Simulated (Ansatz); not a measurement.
**Tin, hcp under RPBE: structure, energy and stiffness**

The plan for tin in the hcp structure: relax it, solve it on a dense k-mesh, then scale the cell to 7 volumes from 88 to 112 % of the relaxed one and try a fit of the equation of state. Spin polarisation is left out. The k-meshes are 11×11×6 for the relaxation; 17×17×9 for the dense run; 12×12×6 for the volumes.

Program: Ansatz 0.2.0. Level of theory: DFT RPBE, plane waves (420 eV) with PAW, scalar-relativistic; PBE-made PAW files. These are calculated values, not measurements.

## (1) The structure to begin with

Symmetry: P6_3/mmc, No. 194, hexagonal system. The conventional cell has a = 3.410 Å, b = 3.410 Å, c = 5.568 Å, α = 90.00°, β = 90.00°, γ = 120.00°. Sn (site symmetry -6m2) is surrounded by 12 Sn at 3.41 Å.

As a file:

```
CELL_PARAMETERS angstrom
3.40987 0.00000 0.00000
-1.70493 2.95303 0.00000
0.00000 0.00000 5.56831
ATOMIC_POSITIONS crystal
Sn 0.33333 0.66667 0.25000
Sn 0.66667 0.33333 0.75000
```

## (2) Geometry optimisation

The input, input.yaml:

```yaml
crystal:
  lattice:
    - [3.4098662044, 0.0, 0.0]
    - [-1.7049331022, 2.9530307565, 0.0]
    - [0.0, 0.0, 5.5683115117]
  atoms:
    - { symbol: Sn, position: [0.3333333333, 0.6666666667, 0.25] }
    - { symbol: Sn, position: [0.6666666667, 0.3333333333, 0.75] }
hamiltonian:
  xc: rpbe
  pseudopotentials:
    kind: paw
    azcp:
      Sn: "pseudopotentials/Sn.paw.azcp"
basis:
  ecutwfc: 420
  fft_grid_basis: typed
kpoints:
  mp_grid: { grid: [11, 11, 6], shift: [0, 0, 0] }
magnetization:
  spin_polarized: false
scf:
  occupations: { method: fermi_dirac, width: 0.1 }
relax:
  max_steps: 60
  f_tol: 0.01
  cell: {}
output:
  write_density: true
  write_potential: true
  elf: true
  volumetric_format: npy
```

The run is started by

```console
$ ansatz run input.yaml --threads 2 --pin off --max-ram 5120MiB --backend cpu --events-out ev --progress --plain --runs-dir out
```

The program printed:

```text
Warning: RAYON_NUM_THREADS=2 ignored (pool sized by the plan → 2); use --threads N
Engine: ansatz 0.2.0, x86_64-unknown-linux-gnu
Pseudopotentials: kind: paw
Pseudopotential: Sn, paw, valence charge 14, recommended cutoff 420 eV (normal), <dir>
Functional definition: RPBE
  parameter kappa = 0.804
  parameter beta = 0.06672455060314922
  exchange = rpbe_x(kappa = kappa, mu = beta*pi^2/3)
  correlation = pbe_c(beta = beta)
Crystal: 2 atoms, lattice volume = 56.070 Å³
Basis set: ecut = 420 eV, 1099 PW (Γ), exchange–correlation on 48×48×80 points (8 copies of the dense FFT grid, shifted against one another)
Bands: 18, of which v1, the nominal top of the filled ones, is band 14 counted from 1 (13 counted from 0)
Symmetry: 24 space group operations
Space group: P63/mmc (ITA 194), of the structure as read, at distance tolerance 3.8e-5 Å
k-points: 64 of 726
Non-local potential: Sn, projectors of the file, l = 0: 2, l = 1: 2, l = 2: 2, l = 3: 2
PAW form: soft (Blöchl's): semilocal exchange-correlation on the pseudo side does not see the compensation charge
PAW frozen core: Sn, regenerated for the run's functional, and the local potential with it (the file was generated under x = pbe(κ = 0.804, μ = 0.2195149727645171), c = pbe(β = 0.06672455060314922))
PAW one-centre angular grid: Sn, 590 points (default); XC on 64 Gauss nodes
Initial density: superposition of atomic densities (neutral atoms: chi_scale 0, normalization atom), corrected by the library's trained network
Initial wavefunctions: pseudopotential atomic-orbital guess
Functional: x = rpbe, c = pbe(β = 0.06672455060314922)
SCF iter   1: F=—  HF=-12065.443648 eV  |F-HF|=—  |Δ(HF+E_count)|=         —  Δρ=2.78e-3  dr2=2.17e-3  ethr=1.77e-3  ⟨swp⟩=5.4  Hψ=5560  notcnv=0
preconditioner: auto → Kerker (q_TF=auto, 2.430 Å⁻¹)  [metal: Δε(μ)=0.026 eV  Ē_g=19.881 eV  σ=0.100 eV  W_gap=0.07  n_scr=22 (ndim 8)  ℏωp=26.2 eV  f_vac=0.000  D(μ)=1.03/eV (n_scr^D=2)]
SCF iter   2: F=—  HF=-12065.442071 eV  |F-HF|=—  |Δ(HF+E_count)|=   1.58e-3  Δρ=1.18e-3  dr2=4.62e-4  ethr=7.75e-6  ⟨swp⟩=2.1  Hψ=2495  notcnv=0
SCF iter   3: F=—  HF=-12065.442154 eV  |F-HF|=—  |Δ(HF+E_count)|=   8.26e-5  Δρ=4.84e-4  dr2=9.80e-5  ethr=1.65e-6  ⟨swp⟩=1.0  Hψ=1145  notcnv=0
SCF iter   4: F=—  HF=-12065.442175 eV  |F-HF|=—  |Δ(HF+E_count)|=   2.08e-5  Δρ=7.98e-5  dr2=3.80e-6  ethr=3.50e-7  ⟨swp⟩=2.0  Hψ=1320  notcnv=0
iter 5 did not close the SCF: its close was put off for the readings that it lacked (scf_convergence_deferred on its scf_iter line)
SCF iter   5: F=-12065.442174 eV  HF=-12065.442174 eV  |F-HF|=2.03e-8  |Δ(HF+E_count)|=   4.87e-7  Δρ=8.51e-6  dr2=4.37e-8  ethr=1.36e-8  ⟨swp⟩=2.2  Hψ=1969  notcnv=0
SCF iter   6: F=-12065.442174 eV  HF=-12065.442174 eV  |F-HF|=1.08e-9  |Δ(HF+E_count)|=   2.59e-8  Δρ=2.37e-6  dr2=3.11e-9  ethr=1.56e-10  ⟨swp⟩=6.0  Hψ=6704  notcnv=0
SCF 1 converged in 6 iterations: F = -12065.442174 eV  dr2 = 3.11e-9
relax step   1: F+E_penalty+E_count = -12065.44217430 eV  Δ(F+E_penalty+E_count) = +0.000e0 eV  max|allowed force component| = 1.850e-17 eV/Å  Δτ_max = 0.0000 Å  P = +0.861 GPa  Ω = 56.070 Å³  (6 SCF iters, dr2 threshold 1.00e-7 eV, accepted)
Crystal: 2 atoms, lattice volume = 57.238 Å³
Basis set: ecut = 420 eV, 1123 PW (Γ), exchange–correlation on 48×48×80 points (8 copies of the dense FFT grid, shifted against one another)
Initial density: handed on by an earlier stage of this run
Initial wavefunctions: those handed on with the density
iter 1 solved again at ethr=5.39e-7 eV; its pass at ethr=3.10e-3 eV (dr2=1.51e-4 eV) is discarded
SCF iter   1: F=—  HF=-12065.447611 eV  |F-HF|=—  |Δ(HF+E_count)|=         —  Δρ=4.45e-4  dr2=1.71e-4  ethr=5.39e-7  ⟨swp⟩=2.2  Hψ=7815  notcnv=0
preconditioner: auto → Kerker (q_TF=auto, 2.422 Å⁻¹)  [metal: Δε(μ)=0.065 eV  Ē_g=19.788 eV  σ=0.100 eV  W_gap=0.16  n_scr=22 (ndim 8)  ℏωp=26.0 eV  f_vac=0.000  D(μ)=0.95/eV (n_scr^D=2)]
SCF iter   2: F=—  HF=-12065.447587 eV  |F-HF|=—  |Δ(HF+E_count)|=   2.37e-5  Δρ=3.07e-4  dr2=8.30e-5  ethr=5.39e-7  ⟨swp⟩=1.0  Hψ=1153  notcnv=0
SCF iter   3: F=—  HF=-12065.447565 eV  |F-HF|=—  |Δ(HF+E_count)|=   2.19e-5  Δρ=4.10e-5  dr2=9.94e-7  ethr=2.96e-7  ⟨swp⟩=1.9  Hψ=1338  notcnv=0
SCF iter   4: F=-12065.447565 eV  HF=-12065.447565 eV  |F-HF|=4.13e-8  |Δ(HF+E_count)|=   1.53e-7  Δρ=1.34e-5  dr2=7.66e-8  ethr=7.14e-10  ⟨swp⟩=8.7  Hψ=7284  notcnv=0
SCF 2 converged in 4 iterations: F = -12065.447565 eV  dr2 = 7.66e-8
relax step   2: F+E_penalty+E_count = -12065.44756540 eV  Δ(F+E_penalty+E_count) = -5.391e-3 eV  max|allowed force component| = 2.197e-16 eV/Å  Δτ_max = 0.0000 Å  P = -0.090 GPa  Ω = 57.238 Å³  energy of the carried Pulay correction = -2.644e-4 eV  (4 SCF iters, dr2 threshold 2.00e-7 eV, accepted)
Crystal: 2 atoms, lattice volume = 57.128 Å³
iter 1 solved again at ethr=1.59e-8 eV; its pass at ethr=3.10e-3 eV (dr2=4.44e-6 eV) is discarded
SCF iter   1: F=—  HF=-12065.447632 eV  |F-HF|=—  |Δ(HF+E_count)|=         —  Δρ=4.20e-5  dr2=1.31e-6  ethr=1.59e-8  ⟨swp⟩=3.0  Hψ=6811  notcnv=0
preconditioner: auto → Kerker (q_TF=auto, 2.423 Å⁻¹)  [metal: Δε(μ)=0.069 eV  Ē_g=19.790 eV  σ=0.100 eV  W_gap=0.17  n_scr=22 (ndim 8)  ℏωp=26.0 eV  f_vac=0.000  D(μ)=0.95/eV (n_scr^D=2)]
SCF iter   2: F=—  HF=-12065.447633 eV  |F-HF|=—  |Δ(HF+E_count)|=   7.00e-7  Δρ=2.95e-5  dr2=6.43e-7  ethr=4.67e-9  ⟨swp⟩=1.1  Hψ=1156  notcnv=0
SCF iter   3: F=-12065.447633 eV  HF=-12065.447633 eV  |F-HF|=3.48e-9  |Δ(HF+E_count)|=   3.29e-8  Δρ=5.62e-6  dr2=2.45e-8  ethr=1.19e-10  ⟨swp⟩=6.9  Hψ=6757  notcnv=0
SCF 3 converged in 3 iterations: F = -12065.447633 eV  dr2 = 2.45e-8
relax step   3: F+E_penalty+E_count = -12065.44763271 eV  Δ(F+E_penalty+E_count) = -6.731e-5 eV  max|allowed force component| = 8.095e-17 eV/Å  Δτ_max = 0.0000 Å  P = -0.007 GPa  Ω = 57.128 Å³  energy of the carried Pulay correction = -2.394e-4 eV  (3 SCF iters, dr2 threshold 3.33e-8 eV, accepted)
Initial wavefunctions: pseudopotential atomic-orbital guess (no wavefunctions were taken with the density)
iter 1 solved again at ethr=6.80e-8 eV; its pass at ethr=3.10e-3 eV (dr2=1.90e-5 eV) is discarded
SCF iter   1: F=—  HF=-12065.447867 eV  |F-HF|=—  |Δ(HF+E_count)|=         —  Δρ=2.68e-5  dr2=9.12e-8  ethr=6.80e-8  ⟨swp⟩=3.1  Hψ=8407  notcnv=0
preconditioner: auto → Kerker (q_TF=auto, 2.423 Å⁻¹)  [metal: Δε(μ)=0.069 eV  Ē_g=19.791 eV  σ=0.100 eV  W_gap=0.17  n_scr=22 (ndim 8)  ℏωp=26.0 eV  f_vac=0.000  D(μ)=0.95/eV (n_scr^D=2)]
SCF iter   2: F=—  HF=-12065.447868 eV  |F-HF|=—  |Δ(HF+E_count)|=   7.84e-7  Δρ=1.34e-5  dr2=2.51e-8  ethr=3.26e-10  ⟨swp⟩=2.0  Hψ=2039  notcnv=0
SCF iter   3: F=—  HF=-12065.447868 eV  |F-HF|=—  |Δ(HF+E_count)|=   4.64e-8  Δρ=3.66e-6  dr2=4.29e-9  ethr=8.96e-11  ⟨swp⟩=2.8  Hψ=2073  notcnv=0
SCF iter   4: F=—  HF=-12065.447868 eV  |F-HF|=—  |Δ(HF+E_count)|=   3.12e-9  Δρ=6.60e-7  dr2=2.23e-10  ethr=1.53e-11  ⟨swp⟩=2.0  Hψ=1405  notcnv=0
SCF iter   5: F=-12065.447868 eV  HF=-12065.447868 eV  |F-HF|=3.64e-12  |Δ(HF+E_count)|=  6.55e-11  Δρ=1.34e-7  dr2=7.84e-12  ethr=1.00e-12  ⟨swp⟩=4.7  Hψ=6100  notcnv=0
SCF 4 converged in 5 iterations: F = -12065.447868 eV  dr2 = 7.84e-12
relax step   4: F+E_penalty+E_count = -12065.44786805 eV  Δ(F+E_penalty+E_count) = -2.353e-4 eV  max|allowed force component| = 7.401e-17 eV/Å  Δτ_max = 0.0000 Å  P = -0.008 GPa  Ω = 57.128 Å³  stress off target by 9.72e-3 GPa  SCF on the basis re-selected at this cell (its energy is not comparable with the rows above)  (5 SCF iters)
basis re-selected at this cell: Δ(F+E_penalty+E_count) = -2.353e-4 eV, ΔP = -0.002 GPa vs the last step (what re-selecting the basis moved, of the pressure what is left beyond the Pulay correction that the steps carried, after the strain that the cell walked since its last selection, with what the two solves' SCF thresholds leave and, on support functions, any second-order correction that the steps lacked; it is no measure of the basis error at this ecutwfc). This SCF's stress stands 9.72e-3 GPa from its target on what of the cell is left free (relax.cell.stress_tol is 5.00e-2 GPa) and its largest allowed force component is 7.40e-17 eV/Å (relax.f_tol is 1.00e-2 eV/Å): within both
SCF converged after 5 iterations
Free energy (F): -12065.447868 eV
Harris-Foulkes:  -12065.447868 eV  (|F-HF|=3.64e-12)
Internal energy: -12065.416527 eV  (E = F + TS)
E sigma→0 (E₀):  -12065.432197 eV
Entropy (-TS):   -0.031341 eV (-15.671 meV/atom)
Fermi energy:    10.289071 eV
--- Per-component energies (eV) ---
  E_band       = -178.516923
  E_kinetic    = 369.828660
  E_local      = -1714.148298  (includes V_loc(G=0)·N_el)
  E_nonlocal   = -66.888092
  E_hartree    = 1064.136809
  E_xc         = -766.289748
  E_vxc        = -190.222658  (∫ρ·V_xc dr)
  E_paw        = -8285.600826  (= ΣΔE_a)
  E_vpaw       = -705.360257  (= ΣTr[D̂ρ^β])
  E_aug_tail   = -0.000001  (compensation charges beyond the density's cutoff)
  E_ewald      = -2666.507586
  E_core_change = 0.052555  (= ΣΔE_core)
  E_smearing   = -0.031341  (= −TS)
  E_closure    = -0.000000  (closes the sum)
  Σ components = -12065.447868   (vs F -12065.447868, Δ=0.00e0)
--- Forces (eV/Å), atoms counted from 1 ---
  atom   1  Sn     0.00000000    -0.00000000     0.00000000
  atom   2  Sn    -0.00000000     0.00000000    -0.00000000
  max |Σ_I F_I| component: 1.85e-17 eV/Å
--- Stress (GPa, compression-positive) ---
       -0.009723      -0.000000      -0.000000
        0.000000      -0.009723       0.000000
       -0.000000       0.000000      -0.005946
  P = ⅓ Tr σ = -0.0085 GPa (-0.085 kbar)
--- Band table (eV; the first three rows and the last of 64) ---
  k-point 0: bands = ["-11.3165", "-11.3091", "-11.3039", "-11.3039", "-11.2957", "-11.2957", "-11.2635", "-11.2635", "-11.1893", "-11.1893", "-0.4669", "3.4488", "5.8841", "15.9796", "15.9796", "17.4629", "17.5936", "17.5936"]
  k-point 1: bands = ["-11.3157", "-11.3094", "-11.3070", "-11.3070", "-11.2980", "-11.2980", "-11.2549", "-11.2549", "-11.1926", "-11.1926", "-0.3332", "2.7287", "6.8761", "15.9575", "16.0847", "16.0847", "17.5058", "17.5058"]
  k-point 2: bands = ["-11.3137", "-11.3101", "-11.3101", "-11.3101", "-11.3035", "-11.3035", "-11.2367", "-11.2367", "-11.2022", "-11.2022", "0.0677", "1.6458", "8.7687", "13.4680", "16.3818", "16.3818", "17.2275", "17.2275"]
  k-point 63: bands = ["-11.3174", "-11.3174", "-11.2697", "-11.2697", "-11.2589", "-11.2589", "-11.2234", "-11.2234", "-11.1840", "-11.1840", "5.0276", "5.0276", "7.3933", "7.3933", "8.9544", "8.9544", "14.9143", "14.9143"]
--- Relaxed structure (3 steps of the walk, 3 accepted, 1 SCFs on fresh bases) ---
  F+E_penalty+E_count = -12065.44786805 eV   max|allowed force component| = 7.401e-17 eV/Å   (the final SCF, on the basis selected at the relaxed cell)
  cell:  # Å, volume = 57.1277 Å³
    - [3.411393463048143, -1.4641545589067268e-32, 8.579030618594103e-34]
    - [-1.7056967315240714, 2.9543534013038624, -4.289515309297051e-34]
    - [1.4009556999988765e-33, 0.0, 5.668292039874495]
  atoms:
    - { symbol: Sn, position: [0.3333333333333333, 0.6666666666666666, 0.25] }
    - { symbol: Sn, position: [0.6666666666666666, 0.3333333333333333, 0.7500000000000001] }
```

Wall time 3 s (2 threads of AMD EPYC 9R45 (Zen 5), shared host); peak memory 0.5 GiB.

Step by step:

```tsv
step	energy change (meV/atom)	largest force (eV/Å)	pressure (GPa)	volume (Å³/atom)
1	0.00	0.0000	0.86	28.035
2	-2.70	0.0000	-0.09	28.619
3	-2.73	0.0000	-0.01	28.564
4	-2.85	0.0000	-0.01	28.564
```

Steps that repeat a cell are solved on a basis chosen anew, so their changes of energy are no gain of the relaxation.

Changes in the cell that was computed:

|  | before | after | change |
| --- | --- | --- | --- |
| a (Å) | 3.410 | 3.411 | +0.0 % |
| b (Å) | 3.410 | 3.411 | +0.0 % |
| c (Å) | 5.568 | 5.668 | +1.8 % |
| volume (Å³/atom) | 28.035 | 28.564 | +1.9 % |
| shortest distance (Å) | 3.410 | 3.411 | +0.0 % |
| space group (spins left aside) | P6_3/mmc | P6_3/mmc | same |

## (3) The energy on a finer k-mesh

Changes to input.yaml since step 2:

```diff
@@ -2,5 +2,5 @@
   lattice:
-    - [3.4098662044, 0.0, 0.0]
-    - [-1.7049331022, 2.9530307565, 0.0]
-    - [0.0, 0.0, 5.5683115117]
+    - [3.411393463, 0.0, 0.0]
+    - [-1.7056967315, 2.9543534013, 0.0]
+    - [0.0, 0.0, 5.6682920399]
   atoms:
@@ -18,3 +18,3 @@
 kpoints:
-  mp_grid: { grid: [11, 11, 6], shift: [0, 0, 0] }
+  mp_grid: { grid: [17, 17, 9], shift: [0, 0, 0] }
 magnetization:
@@ -23,6 +23,2 @@
   occupations: { method: fermi_dirac, width: 0.1 }
-relax:
-  max_steps: 60
-  f_tol: 0.01
-  cell: {}
 output:
```

The run is started by

```console
$ ansatz run input.yaml --threads 2 --pin off --max-ram 5120MiB --backend cpu --events-out ev --progress --plain --runs-dir out
```

The program printed (excerpt; [...] marks lines left out):

```text
Warning: RAYON_NUM_THREADS=2 ignored (pool sized by the plan → 2); use --threads N
[...]
[... 3 set-up lines as earlier in the session ...]
[...]
Crystal: 2 atoms, lattice volume = 57.128 Å³
Basis set: ecut = 420 eV, 1099 PW (Γ)
Bands: 18, of which v1, the nominal top of the filled ones, is band 14 counted from 1 (13 counted from 0)
[... 1 set-up line as earlier in the session ...]
Space group: P63/mmc (ITA 194), of the structure as read, at distance tolerance 3.9e-5 Å
k-points: 165 of 2601
[...]
SCF iter   1: F=—  HF=-12065.432932 eV  |F-HF|=—  |Δ(HF+E_count)|=         —  Δρ=2.76e-3  dr2=2.07e-3  ethr=1.77e-3  ⟨swp⟩=5.4  Hψ=14427  notcnv=0
[...]
SCF iter   6: F=-12065.431442 eV  HF=-12065.431442 eV  |F-HF|=1.29e-9  |Δ(HF+E_count)|=   1.08e-8  Δρ=2.07e-6  dr2=2.23e-9  ethr=1.58e-10  ⟨swp⟩=1.6  Hψ=9821  notcnv=0
[...]
SCF converged after 6 iterations
Free energy (F): -12065.431442 eV
[...]
E sigma→0 (E₀):  -12065.413558 eV
Entropy (-TS):   -0.035768 eV (-17.884 meV/atom)
Fermi energy:    10.277012 eV
[...]
--- Band table (eV; the first three rows and the last of 165) ---
  k-point 0: bands = ["-11.3178", "-11.3105", "-11.3050", "-11.3050", "-11.2969", "-11.2969", "-11.2647", "-11.2647", "-11.1905", "-11.1905", "-0.4674", "3.4483", "5.8837", "15.9789", "15.9789", "17.4625", "17.5935", "17.5935"]
[...]
```

Run time: 1.7 s. Hardware: 2 threads of AMD EPYC 9R45 (Zen 5), shared host; peak memory 0.53 GiB.

Density in a lattice plane of the grid's cell (edges 3.41 and 5.67 Å, at 0.333 of the third edge), which holds Sn.

Ten even steps from '0' (0.09 e/Å³) to '9' (14.90 e/Å³):
```
00000000000000
00000000000000
00000000122100
00000001476310
00000002699410
00000001466310
00000000122100
00000000000000
00000000000000
00000000000000
00000000000000
00000000000000
00000000000000
00000000000000
00000000000000
00000000000000
00000000000000
00000000000000
00000000000000
00000000000000
```
Columns run along the first of these edges and rows up along the second, over one cell in 14 and 20 even steps from the bottom left corner. Atoms in the plane (fractional): Sn at (0.67, 0.75).

ELF in the same plane.

Ten even steps from ' ' (0.00) to '@' (0.37):
```
##**++++**%%@@@@@@@@@@@@@@@@
@@##****%%@@@@@@@@%%@@@@@@@@
@@%%####@@@@@@%%++--==**%%@@
@@@@%%%%@@@@%%++..    ::**@@
%%@@%%@@@@@@%%--        ++%%
@@@@%%%%@@@@%%++..    ::**@@
@@@@####@@@@@@%%++----**%%@@
@@##****%%@@@@@@%%%%%%@@@@@@
##**++++**%%@@@@@@@@@@@@@@@@
**********##%%%%@@@@@@@@%%##
##%%%%%%%%##################
@@@@@@@@@@@@%%##**++****##%%
@@@@@@@@@@@@@@##**++++**%%@@
@@@@@@@@@@@@@@%%******##%%@@
%%@@@@@@@@@@@@%%##****##@@@@
@@@@@@@@@@@@@@%%******##%%@@
@@@@@@@@@@@@@@##**++++**%%@@
@@@@@@@@@@@@%%****++++**##%%
##%%%%%%%%##################
**********##%%@@@@@@@@@@%%##
```
Columns run along the first of these edges and rows up along the second, over one cell in 14 and 20 even steps from the bottom left corner. Atoms in the plane (fractional): Sn at (0.67, 0.75).

Both are smooth fields of the valence electrons: close to the nuclei they are not physical.

## (4) Equation of state: 88 %

Changes to input.yaml since step 3:

```diff
@@ -2,5 +2,5 @@
   lattice:
-    - [3.411393463, 0.0, 0.0]
-    - [-1.7056967315, 2.9543534013, 0.0]
-    - [0.0, 0.0, 5.6682920399]
+    - [3.2690836758, 0.0, 0.0]
+    - [-1.6345418379, 2.8311095104, 0.0]
+    - [0.0, 0.0, 5.4318334071]
   atoms:
@@ -18,3 +18,3 @@
 kpoints:
-  mp_grid: { grid: [17, 17, 9], shift: [0, 0, 0] }
+  mp_grid: { grid: [12, 12, 6], shift: [0, 0, 0] }
 magnetization:
@@ -23,3 +23,5 @@
   occupations: { method: fermi_dirac, width: 0.1 }
+  lower_state_search: "off"
 output:
+  stress: true
   write_density: true
```

The run is started by

```console
$ ansatz run input.yaml --threads 2 --pin off --max-ram 5120MiB --backend cpu --events-out ev --progress --plain --runs-dir out
```

The program printed (excerpt; [...] marks lines left out):

```text
Warning: RAYON_NUM_THREADS=2 ignored (pool sized by the plan → 2); use --threads N
[...]
[... 3 set-up lines as earlier in the session ...]
[...]
Crystal: 2 atoms, lattice volume = 50.272 Å³
Basis set: ecut = 420 eV, 1003 PW (Γ)
Bands: 18, of which v1, the nominal top of the filled ones, is band 14 counted from 1 (13 counted from 0)
[... 1 set-up line as earlier in the session ...]
Space group: P63/mmc (ITA 194), of the structure as read, at distance tolerance 3.7e-5 Å
k-points: 76 of 864
[...]
SCF iter   1: F=—  HF=-12065.291049 eV  |F-HF|=—  |Δ(HF+E_count)|=         —  Δρ=3.15e-3  dr2=2.45e-3  ethr=1.77e-3  ⟨swp⟩=5.5  Hψ=6526  notcnv=0
[...]
SCF iter   6: F=-12065.289590 eV  HF=-12065.289590 eV  |F-HF|=6.91e-10  |Δ(HF+E_count)|=   7.30e-9  Δρ=1.79e-6  dr2=1.11e-9  ethr=1.04e-10  ⟨swp⟩=6.2  Hψ=8007  notcnv=0
[...]
SCF converged after 6 iterations
Free energy (F): -12065.289590 eV
[...]
E sigma→0 (E₀):  -12065.270364 eV
Entropy (-TS):   -0.038453 eV (-19.226 meV/atom)
Fermi energy:    12.161995 eV
[...]
--- Stress (GPa, compression-positive) ---
        8.197369      -0.000000       0.000000
        0.000000       8.197369       0.000000
        0.000000       0.000000       6.417007
  P = ⅓ Tr σ = 7.6039 GPa (76.039 kbar)
--- Band table (eV; the first three rows and the last of 76) ---
  k-point 0: bands = ["-9.4602", "-9.4589", "-9.4409", "-9.4409", "-9.4277", "-9.4277", "-9.3792", "-9.3792", "-9.2690", "-9.2690", "0.5087", "5.1489", "7.1118", "18.6760", "18.6760", "20.4166", "20.5196", "20.5196"]
[...]
```

Wall time 1.3 s (2 threads of AMD EPYC 9R45 (Zen 5), shared host); peak memory 0.47 GiB.

## (5) Equation of state: 92 %

Changes to input.yaml since step 4:

```diff
@@ -2,5 +2,5 @@
   lattice:
-    - [3.2690836758, 0.0, 0.0]
-    - [-1.6345418379, 2.8311095104, 0.0]
-    - [0.0, 0.0, 5.4318334071]
+    - [3.317883164, 0.0, 0.0]
+    - [-1.658941582, 2.8733711068, 0.0]
+    - [0.0, 0.0, 5.5129175017]
   atoms:
@@ -26,5 +26 @@
   stress: true
-  write_density: true
-  write_potential: true
-  elf: true
-  volumetric_format: npy
```

The run is started by

```console
$ ansatz run input.yaml --threads 2 --pin off --max-ram 5120MiB --backend cpu --events-out ev --progress --plain --runs-dir out
```

The program printed (excerpt; [...] marks lines left out):

```text
Warning: RAYON_NUM_THREADS=2 ignored (pool sized by the plan → 2); use --threads N
[...]
[... 3 set-up lines as earlier in the session ...]
[...]
Crystal: 2 atoms, lattice volume = 52.557 Å³
Basis set: ecut = 420 eV, 1051 PW (Γ)
Bands: 18, of which v1, the nominal top of the filled ones, is band 14 counted from 1 (13 counted from 0)
[... 2 set-up lines as earlier in the session ...]
k-points: 76 of 864
[...]
SCF iter   1: F=—  HF=-12065.376646 eV  |F-HF|=—  |Δ(HF+E_count)|=         —  Δρ=3.06e-3  dr2=2.40e-3  ethr=1.77e-3  ⟨swp⟩=5.4  Hψ=6545  notcnv=0
[...]
SCF iter   6: F=-12065.375295 eV  HF=-12065.375295 eV  |F-HF|=6.17e-10  |Δ(HF+E_count)|=  8.00e-10  Δρ=2.00e-6  dr2=1.81e-9  ethr=1.54e-10  ⟨swp⟩=2.4  Hψ=4562  notcnv=0
[...]
SCF converged after 6 iterations
Free energy (F): -12065.375295 eV
[...]
E sigma→0 (E₀):  -12065.355632 eV
Entropy (-TS):   -0.039326 eV (-19.663 meV/atom)
Fermi energy:    11.460540 eV
[...]
--- Stress (GPa, compression-positive) ---
        5.004317       0.000000       0.000000
        0.000000       5.004317       0.000000
        0.000000       0.000000       3.589325
  P = ⅓ Tr σ = 4.5327 GPa (45.327 kbar)
```

Wall time 0.87 s (2 threads of AMD EPYC 9R45 (Zen 5), shared host); peak memory 0.46 GiB.

(Part 1 of 2 ends here.)
